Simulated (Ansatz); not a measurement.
Data:

BaSnO₃:
```cif
data_BaO3Sn
_chemical_formula_sum 'Ba1 Sn1 O3'
_space_group_name_H-M_alt 'Pm-3m'
_space_group_IT_number 221
_space_group_name_Hall '-P 4 2 3'
_cell_length_a 4.12136
_cell_length_b 4.12136
_cell_length_c 4.12136
_cell_angle_alpha 90.000
_cell_angle_beta 90.000
_cell_angle_gamma 90.000
loop_
_atom_site_label
_atom_site_type_symbol
_atom_site_symmetry_multiplicity
_atom_site_Wyckoff_symbol
_atom_site_fract_x
_atom_site_fract_y
_atom_site_fract_z
_atom_site_occupancy
Ba1 Ba 1 a 0.00000 0.00000 0.00000 1
Sn1 Sn 1 b 0.50000 0.50000 0.50000 1
O1 O 3 c 0.00000 0.50000 0.50000 1
```

This is the HSE06-relaxed structure.

Question: All from the program Ansatz at the HSE06 level (PAW), unless another level is named. Give the gap with spin–orbit coupling.

Answer: 2.61 eV (at the special points and the edges found without it).

Question: Predict the conduction-band minimum.

Answer: at Γ.

Question: Give the valence-band maximum.

Answer: at R.

The cell was relaxed with HSE06 under the symmetry of its start. The hybrid was solved on a coarse mesh, the path and, where they were found, the r²SCAN edge points; its band edges are the extreme levels among these. Spin–orbit coupling is left out wherever it is not named.

Potentials: the later of the program's two PAW sets.
